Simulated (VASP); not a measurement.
# NaCl (Pm-3m) in VASP: notebook

Runs on NaCl. Level: PBE. Tasks: single point.

Everything below comes from runs of VASP 6.6.1. Logs are shortened: lines on timing, memory, paths and dates and some standing lists are left out, and cuts for length are marked.

### 1 The crystal as given

Symmetry: Pm-3m, No. 221, cubic system. The conventional cell has a = 3.460 Å, b = 3.460 Å, c = 3.460 Å, α = 90.00°, β = 90.00°, γ = 90.00°. Around Na (site symmetry m-3m) lie 8 Cl at 3.00 Å. Around Cl (site symmetry m-3m) lie 8 Na at 3.00 Å.

The cell was built by a generator and needn't be a form met in nature.

### 2 Single point, PBE

The input, INCAR:

```
PREC = Accurate
ENCUT = 520
EDIFF = 1E-6
ISMEAR = 0
SIGMA = 0.01
LREAL = False
LASPH = True
NELM = 100
ALGO = Normal
ISIF = 2
LWAVE = False
LCHARG = False
GGA = PE
NBANDS = 14
```

The input, KPOINTS:

```
Automatic mesh
0
Gamma
  6 6 6
```

The input, POSCAR:

```
NaCl
1.0
    3.4595458649      0.0000000000      0.0000000000
    0.0000000000      3.4595458649      0.0000000000
    0.0000000000      0.0000000000      3.4595458649
Na Cl
1 1
Direct
    0.0000000000      0.0000000000      0.0000000000
    0.5000000000      0.5000000000      0.5000000000
```

Potentials or basis: VASP PAW PBE potentials, release 64 (Na_pv, Cl).

Launch:

```bash
> cat potpaw_PBE.64/Na_pv/POTCAR potpaw_PBE.64/Cl/POTCAR > POTCAR
> mpirun -np 1 vasp_std > vasp.out
```

OUTCAR:

```text
PREC = Accurate
   ENCUT = 520
   EDIFF = 1E-6
   ISMEAR = 0
   LREAL = False
   LASPH = True
   NELM = 100
   ISIF = 2
   GGA = PE

 ion  position               nearest neighbor table
   1  0.000  0.000  0.000-
   2  0.500  0.500  0.500-

  LATTYP: Found a simple cubic cell.
 ALAT       =     3.4595458649

  Lattice vectors:

 A1 = (   3.4595458649,   0.0000000000,   0.0000000000)
 A2 = (   0.0000000000,   3.4595458649,   0.0000000000)
 A3 = (   0.0000000000,   0.0000000000,   3.4595458649)

Analysis of symmetry for initial positions (statically):
=====================================================================
 Subroutine PRICEL returns:
 Original cell was already a primitive cell.

 Routine SETGRP: Setting up the symmetry group for a
 simple cubic supercell.

 Subroutine GETGRP returns: Found 48 space group operations
 (whereof 48 operations were pure point group operations)
 out of a pool of 48 trial point group operations.

The static configuration has the point symmetry O_h .

Analysis of symmetry for dynamics (positions and initial velocities):
=====================================================================
 Subroutine PRICEL returns:
 Original cell was already a primitive cell.

 Routine SETGRP: Setting up the symmetry group for a
 simple cubic supercell.

 Subroutine GETGRP returns: Found 48 space group operations
 (whereof 48 operations were pure point group operations)
 out of a pool of 48 trial point group operations.

The dynamic configuration has the point symmetry O_h .

 Subroutine INISYM returns: Found 48 space group operations
 (whereof 48 operations are pure point group operations),
 and found     1 'primitive' translations

----------------------------------------------------------------------------------------

                                     Primitive cell

  volume of cell :      41.4054

  direct lattice vectors                    reciprocal lattice vectors
     3.459545865  0.000000000  0.000000000     0.289055280  0.000000000  0.000000000
     0.000000000  3.459545865  0.000000000     0.000000000  0.289055280  0.000000000
     0.000000000  0.000000000  3.459545865     0.000000000  0.000000000  0.289055280

  length of vectors
     3.459545865  3.459545865  3.459545865     0.289055280  0.289055280  0.289055280

  position of ions in fractional coordinates (direct lattice)
     0.000000000  0.000000000  0.000000000
     0.500000000  0.500000000  0.500000000

  ion indices of the primitive-cell ions
   primitive index   ion index
                 1           1
                 2           2

----------------------------------------------------------------------------------------

 KPOINTS: Automatic mesh

Automatic generation of k-mesh.
 Grid dimensions read from file:
 generate k-points for:    6    6    6

 Generating k-lattice:

  Cartesian coordinates                     Fractional coordinates (reciprocal lattice)
     0.048175880  0.000000000  0.000000000     0.166666667  0.000000000  0.000000000
     0.000000000  0.048175880  0.000000000     0.000000000  0.166666667  0.000000000
     0.000000000  0.000000000  0.048175880     0.000000000  0.000000000  0.166666667

  Length of vectors
     0.048175880  0.048175880  0.048175880

  Shift w.r.t. Gamma in fractional coordinates (k-lattice)
     0.000000000  0.000000000  0.000000000

 Subroutine IBZKPT returns following result:
 ===========================================

 Found     20 irreducible k-points:

 Following reciprocal coordinates:
            Coordinates               Weight
  0.000000  0.000000  0.000000      1.000000
  0.166667  0.000000  0.000000      6.000000
  0.333333  0.000000  0.000000      6.000000
  0.500000  0.000000  0.000000      3.000000
  0.166667  0.166667  0.000000     12.000000
  0.333333  0.166667  0.000000     24.000000
[... 12 lines left out ...]
  0.500000  0.500000  0.333333      6.000000
  0.500000  0.500000  0.500000      1.000000
   k-points           NKPTS =     20   k-points in BZ     NKDIM =     20   number of bands    NBANDS=     14
   number of dos      NEDOS =    301   number of ions     NIONS =      2
   total plane-waves  NPLWV =  21952
   dimension x,y,z NGX =    28 NGY =   28 NGZ =   28
   dimension x,y,z NGXF=    56 NGYF=   56 NGZF=   56
   ions per type =               1   1
   NGX,Y,Z   is equivalent  to a cutoff of  13.46, 13.46, 13.46 a.u.
   NGXF,Y,Z  is equivalent  to a cutoff of  26.91, 26.91, 26.91 a.u.
 SYSTEM =  unknown system
   PREC   = accura    normal or accurate (medium, high low for compatibility)
   ISTART =      0    job   : 0-new  1-cont  2-samecut
   ICHARG =      2    charge: 1-file 2-atom 10-const
   ISPIN  =      1    spin polarized calculation?
   LNONCOLLINEAR =      F non collinear calculations
   LSORBIT =      F    spin-orbit coupling
   LASPH  =      T    aspherical Exc in radial PAW
   ENCUT  =  520.0 eV  38.22 Ry    6.18 a.u.   6.43  6.43  6.43*2*pi/ulx,y,z
   NELM   =    100;   NELMIN=  2; NELMDL= -5     # of ELM steps
   EDIFF  = 0.1E-05   stopping-criterion for ELM
   LREAL  =      F    real-space projection
   EDIFFG = 0.1E-04   stopping-criterion for IOM
   NSW    =      0    number of steps for IOM
   IBRION =     -1    ionic relax: 0-MD 1-quasi-New 2-CG
   NFREE  =      0    steps in history (QN), initial steepest desc. (CG)
   ISIF   =      2    stress and relaxation
   ISYM   =      2    0-nonsym 1-usesym 2-fastsym
   POTIM  = 0.5000    time-step for ionic-motion
   TEBEG  =    0.0;   TEEND  =   0.0 temperature during run
   PSTRESS=    0.0 pullay stress
   NELECT =      14.0000    total number of electrons
   NUPDOWN=      -1.0000    fix difference up-down
   EMIN   =  10.00;   EMAX   =-10.00  energy-range for DOS
   EFERMI =   0.00;   METHOD = LEGACY
   ISMEAR =     0;   SIGMA  =   0.01  broadening in eV -4-tet -1-fermi 0-gaus
   EFERMI_NEDOS =   21; number of points for ismear=-14 and -15
   IALGO  =     38    algorithm
   IMIX   =      4    mixing-type and parameters
     AMIX     =   0.40;   BMIX     =  1.00
     AMIX_MAG =   1.60;   BMIX_MAG =  1.00
  volume/ion in A,a.u.               =      20.70       139.71
  Fermi-wavevector in a.u.,A,eV,Ry     =   1.140508  2.155248 17.697900  1.300759
  Thomas-Fermi vector in A             =   2.277210
   LORBIT       =      0    0 simple, 1 ext, 2 COOP (PROOUT), +10 PAW based schemes
   GGA     = PE    functional components
   LHFCALC =     F    Hartree Fock is set to
   AEXX    =    0.0000 exact exchange contribution
   IVDW    =     0    specifies the selected vdW correction
   LEPSILON=     F    determine dielectric tensor
   LRPA    =     F    only Hartree local field effects (RPA)
 non-spin polarized calculation
 Gauss-broadening in eV      SIGMA  =   0.01
  energy-cutoff  :      520.00
  volume of cell :       41.41
 maximum number of plane-waves:      1141
 NGX is ok and might be reduce to    28
   NGX = 13   NGY = 13   NGZ = 13

 number of electron      13.9999999 magnetization

 Free energy of the ion-electron system (eV)
  ---------------------------------------------------
  ext. energy  EPLUGINS =         0.00000000
  ---------------------------------------------------
  free energy    TOTEN  =        -6.46243252 eV

  energy without entropy =       -6.46243252  energy(sigma->0) =       -6.46243252

 E-fermi :   0.7435     XC(G=0):  -8.5925

 val. band max:        0.6855277016   @ k =   0.5000   0.5000   0.0000
 cond. band min:       4.7899485266   @ k =   0.0000   0.0000   0.0000
 fundamental gap:      4.1044208250
 Fermi energy:         0.7434915619

 k-point     1 :       0.0000    0.0000    0.0000
  band No.  band energies     occupation
      1     -21.3537      2.00000
      2     -21.3537      2.00000
      3     -21.3537      2.00000
      4     -12.8214      2.00000
      5       0.1643      2.00000
      6       0.1643      2.00000
      7       0.1643      2.00000
      8       4.7899      0.00000
      9       9.2241      0.00000
     10       9.2241      0.00000
     11      16.7246      0.00000
     12      16.7286      0.00000
     13      16.7288      0.00000
     14      16.7289      0.00000

 k-point     2 :       0.1667    0.0000    0.0000
  band No.  band energies     occupation
      1     -21.3655      2.00000
      2     -21.3526      2.00000
      3     -21.3526      2.00000
      4     -12.7287      2.00000
      5      -0.6718      2.00000
      6       0.2235      2.00000
      7       0.2235      2.00000
      8       5.5331      0.00000
      9       9.5329      0.00000
     10       9.8203      0.00000
     11      14.7200      0.00000
     12      14.7200      0.00000
     13      16.0725      0.00000
     14      16.9390      0.00000

 k-point     3 :       0.3333    0.0000    0.0000
  band No.  band energies     occupation
      1     -21.3890      2.00000
      2     -21.3505      2.00000
      3     -21.3505      2.00000
      4     -12.5318      2.00000
      5      -1.9078      2.00000
      6       0.3469      2.00000
      7       0.3469      2.00000
      8       6.8209      0.00000
      9      10.1320      0.00000
     10      10.3971      0.00000
     11      13.1832      0.00000
     12      13.1832      0.00000
     13      15.2222      0.00000
     14      16.7780      0.00000

 k-point     4 :       0.5000    0.0000    0.0000
  band No.  band energies     occupation
      1     -21.4007      2.00000
      2     -21.3495      2.00000
      3     -21.3495      2.00000
      4     -12.4268      2.00000
      5      -2.4207      2.00000
      6       0.4112      2.00000
      7       0.4112      2.00000
      8       7.7254      0.00000
      9       9.5044      0.00000
     10      11.1849      0.00000
     11      12.6193      0.00000
     12      12.6193      0.00000
     13      13.7812      0.00000
     14      17.7693      0.00000

 k-point     5 :       0.1667    0.1667    0.0000
  band No.  band energies     occupation
      1     -21.3653      2.00000
      2     -21.3627      2.00000
      3     -21.3516      2.00000
      4     -12.6414      2.00000
      5      -0.7085      2.00000
      6      -0.4183      2.00000
      7       0.2842      2.00000
      8       6.2044      0.00000
      9       9.8306      0.00000
     10      10.2598      0.00000
     11      13.2116      0.00000
[... 208 lines left out ...]
 k-point    18 :       0.5000    0.3333    0.3333
  band No.  band energies     occupation
      1     -21.3872      2.00000
      2     -21.3762      2.00000
      3     -21.3751      2.00000
      4     -11.9947      2.00000
      5      -1.5325      2.00000
      6      -1.0050      2.00000
      7      -0.9197      2.00000
      8       7.5883      0.00000
      9       8.3880      0.00000
     10       8.9931      0.00000
     11      14.2328      0.00000
     12      14.6766      0.00000
     13      14.9258      0.00000
     14      16.1926      0.00000

 k-point    19 :       0.5000    0.5000    0.3333
  band No.  band energies     occupation
      1     -21.3853      2.00000
      2     -21.3853      2.00000
      3     -21.3743      2.00000
      4     -11.9165      2.00000
      5      -1.3908      2.00000
      6      -1.3908      2.00000
      7      -0.8518      2.00000
      8       7.2802      0.00000
      9       8.4490      0.00000
     10       8.4490      0.00000
     11      13.7380      0.00000
     12      14.7375      0.00000
     13      16.4877      0.00000
     14      16.4877      0.00000

 k-point    20 :       0.5000    0.5000    0.5000
  band No.  band energies     occupation
      1     -21.3837      2.00000
      2     -21.3837      2.00000
      3     -21.3837      2.00000
      4     -11.8378      2.00000
      5      -1.2732      2.00000
      6      -1.2732      2.00000
      7      -1.2732      2.00000
      8       7.8071      0.00000
      9       7.8071      0.00000
     10       7.8071      0.00000
     11      12.6321      0.00000
     12      16.9278      0.00000
     13      16.9278      0.00000
     14      16.9278      0.00000

------------------------ aborting loop because EDIFF is reached ----------------------------------------

  FORCE on cell =-STRESS in cart. coord.  units (eV):
  Direction    XX          YY          ZZ          XY          YZ          ZX
  --------------------------------------------------------------------------------------
  -------------------------------------------------------------------------------------
  Total        0.2865130      0.2865130      0.2865130     -0.0000000     -0.0000000     -0.0000000
  in kB       11.0865812     11.0865812     11.0865812     -0.0000000     -0.0000000     -0.0000000
  external PRESSURE =      11.0865812 kB  Pullay stress =       0.0000000 kB

 VOLUME and BASIS-vectors are now :
 -----------------------------------------------------------------------------
  energy-cutoff  :      520.00
  volume of cell :       41.41
      direct lattice vectors                 reciprocal lattice vectors
     3.459545865  0.000000000  0.000000000     0.289055280  0.000000000  0.000000000
     0.000000000  3.459545865  0.000000000     0.000000000  0.289055280  0.000000000
     0.000000000  0.000000000  3.459545865     0.000000000  0.000000000  0.289055280

 POSITION                                       TOTAL-FORCE (eV/Angst)
 -----------------------------------------------------------------------------------
      0.00000      0.00000      0.00000         0.000000      0.000000      0.000000
      1.72977      1.72977      1.72977         0.000000      0.000000      0.000000
 -----------------------------------------------------------------------------------
    total drift:                               -0.000000      0.000000      0.000000

  FREE ENERGIE OF THE ION-ELECTRON SYSTEM (eV)
  ---------------------------------------------------
  free  energy   TOTEN  =        -6.4624325160 eV

  energy  without entropy=       -6.4624325160  energy(sigma->0) =       -6.46243252
```

It took 4.4 s on 1 thread of Intel Xeon 6975P-C (Granite Rapids), shared host; peak memory 0.15 GiB.

Results:

```yaml
Free_energy: -6.4624 eV
Pressure: 1.1 GPa
Band_gap_on_the_k_mesh: 4.10 eV, indirect (least direct gap 4.63 eV)
```

### 3 Single point, PBE

The input, INCAR:

```
  ALGO = Normal
  EDIFF = 1E-7
  ENCUT = 520
  GGA = PE
  ISIF = 2
  ISMEAR = 0
  LASPH = T
  LCHARG = T
  LELF = T
  LREAL = F
  LVHAR = T
  LWAVE = F
  NBANDS = 14
  NELM = 100
  PREC = Accurate
  SIGMA = 0.01
```

The input, KPOINTS:

```
k-points
0
Gamma
  6 6 6
```

POSCAR is that of step 2.

Potentials or basis: VASP PAW PBE potentials, release 64 (Na_pv, Cl).

Launch:

```bash
> cat potpaw_PBE.64/Na_pv/POTCAR potpaw_PBE.64/Cl/POTCAR > POTCAR
> mpirun -np 1 vasp_std > vasp.out
```

OUTCAR:

```text
EDIFF = 1E-7
   ENCUT = 520
   GGA = PE
   ISIF = 2
   ISMEAR = 0
   LASPH = T
   LREAL = F
   NELM = 100
   PREC = Accurate

 ion  position               nearest neighbor table
   1  0.000  0.000  0.000-
   2  0.500  0.500  0.500-

  LATTYP: Found a simple cubic cell.
 ALAT       =     3.4595458649

  Lattice vectors:

 A1 = (   3.4595458649,   0.0000000000,   0.0000000000)
 A2 = (   0.0000000000,   3.4595458649,   0.0000000000)
 A3 = (   0.0000000000,   0.0000000000,   3.4595458649)

Analysis of symmetry for initial positions (statically):
=====================================================================
 Subroutine PRICEL returns:
 Original cell was already a primitive cell.

 Routine SETGRP: Setting up the symmetry group for a
 simple cubic supercell.

 Subroutine GETGRP returns: Found 48 space group operations
 (whereof 48 operations were pure point group operations)
 out of a pool of 48 trial point group operations.

The static configuration has the point symmetry O_h .

Analysis of symmetry for dynamics (positions and initial velocities):
[... 169 lines left out ...]
      5       0.1644      2.00000
      6       0.1644      2.00000
      7       0.1644      2.00000
      8       4.7901      0.00000
      9       9.2240      0.00000
     10       9.2240      0.00000
     11      16.7245      0.00000
     12      16.7285      0.00000
     13      16.7287      0.00000
     14      16.7288      0.00000
[... 309 lines left out ...]
      1     -21.3838      2.00000
      2     -21.3838      2.00000
      3     -21.3838      2.00000
      4     -11.8376      2.00000
      5      -1.2732      2.00000
      6      -1.2732      2.00000
      7      -1.2732      2.00000
      8       7.8072      0.00000
      9       7.8072      0.00000
     10       7.8072      0.00000
     11      12.6320      0.00000
     12      16.9277      0.00000
     13      16.9277      0.00000
     14      16.9277      0.00000

------------------------ aborting loop because EDIFF is reached ----------------------------------------

  FORCE on cell =-STRESS in cart. coord.  units (eV):
  Direction    XX          YY          ZZ          XY          YZ          ZX
  --------------------------------------------------------------------------------------
  -------------------------------------------------------------------------------------
  Total        0.2862779      0.2862779      0.2862779     -0.0000000      0.0000000     -0.0000000
  in kB       11.0774844     11.0774844     11.0774844     -0.0000000      0.0000000     -0.0000000
  external PRESSURE =      11.0774844 kB  Pullay stress =       0.0000000 kB

 VOLUME and BASIS-vectors are now :
 -----------------------------------------------------------------------------
  energy-cutoff  :      520.00
  volume of cell :       41.41
      direct lattice vectors                 reciprocal lattice vectors
     3.459545865  0.000000000  0.000000000     0.289055280  0.000000000  0.000000000
     0.000000000  3.459545865  0.000000000     0.000000000  0.289055280  0.000000000
     0.000000000  0.000000000  3.459545865     0.000000000  0.000000000  0.289055280

 POSITION                                       TOTAL-FORCE (eV/Angst)
 -----------------------------------------------------------------------------------
      0.00000      0.00000      0.00000         0.000000      0.000000      0.000000
      1.72977      1.72977      1.72977         0.000000      0.000000      0.000000
 -----------------------------------------------------------------------------------
    total drift:                               -0.000000      0.000000      0.000000

  FREE ENERGIE OF THE ION-ELECTRON SYSTEM (eV)
  ---------------------------------------------------
  free  energy   TOTEN  =        -6.4624328193 eV

  energy  without entropy=       -6.4624328193  energy(sigma->0) =       -6.46243282
```

Wall time 5.4 s (1 thread of Intel Xeon 6975P-C (Granite Rapids), shared host); peak memory 0.15 GiB.

Results:

| Property | Result |
| --- | --- |
| Free energy | -6.4624 eV |
| Pressure | 1.1 GPa |
| Band gap on the k mesh | 4.10 eV, indirect (least direct gap 4.63 eV) |

Levels at points of the mesh, in eV from the valence-band top:
| k point | band 4 | band 5 | band 6 | band 7 | band 8 | band 9 | band 10 | band 11 |
| --- | --- | --- | --- | --- | --- | --- | --- | --- |
| (0.00, 0.00, 0.00) | -13.51 | -0.52 | -0.52 | -0.52 | 4.10 | 8.54 | 8.54 | 16.04 |
| (0.50, 0.00, 0.00) | -13.11 | -3.11 | -0.27 | -0.27 | 7.04 | 8.82 | 10.50 | 11.93 |
| (0.50, 0.50, 0.00) | -12.82 | -2.39 | -2.39 | 0.00 | 5.54 | 9.96 | 11.27 | 11.27 |
| (0.50, 0.50, 0.50) | -12.52 | -1.96 | -1.96 | -1.96 | 7.12 | 7.12 | 7.12 | 11.95 |

A k mesh can miss the band edges.
